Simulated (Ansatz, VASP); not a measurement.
**Two plane-wave programs on CdS**

```xyz
2
Lattice="0.0000 2.9100 2.9100 2.9100 0.0000 2.9100 2.9100 2.9100 0.0000" Properties=species:S:1:pos:R:3 pbc="T T T"
Cd    0.0000    0.0000    0.0000
S     4.3650    4.3650    4.3650
```

Alike in both runs: task electric field gradients; functional PBE; k mesh 4 × 4 × 4; occupations fermi-dirac, width 0.01 eV; no spin polarisation.

```csv
,VASP,Ansatz
version,VASP 6.6.1,Ansatz 0.2.0
potentials or method,"VASP PAW PBE potentials, release 64 (Cd, S)","PAW with Ansatz's default frozen-core files, scalar-relativistic"
plane-wave cutoff (eV),520,420
valence electrons in the cell,18,26
```

Ansatz gave:

- gap on the k mesh at the Fermi level (eV): 1.15
- pressure (GPa): 3.5
- Vzz of the field gradient on the site that differs most (V/Å²): 0.0

Which values does VASP return?

gap on the k mesh at the Fermi level (eV): 1.15; pressure (GPa): 3.8; Vzz of the field gradient on the site that differs most (V/Å²): 0.0.

The two sets of potentials don't hold the same shells in valence. Ansatz warned: «gradients_without_spin_orbit».

Caveats: the k mesh is coarse (spacing up to 0.47 Å⁻¹), so the values aren't converged. Expect the measured gap to be larger: semilocal functionals such as PBE lack the derivative discontinuity.
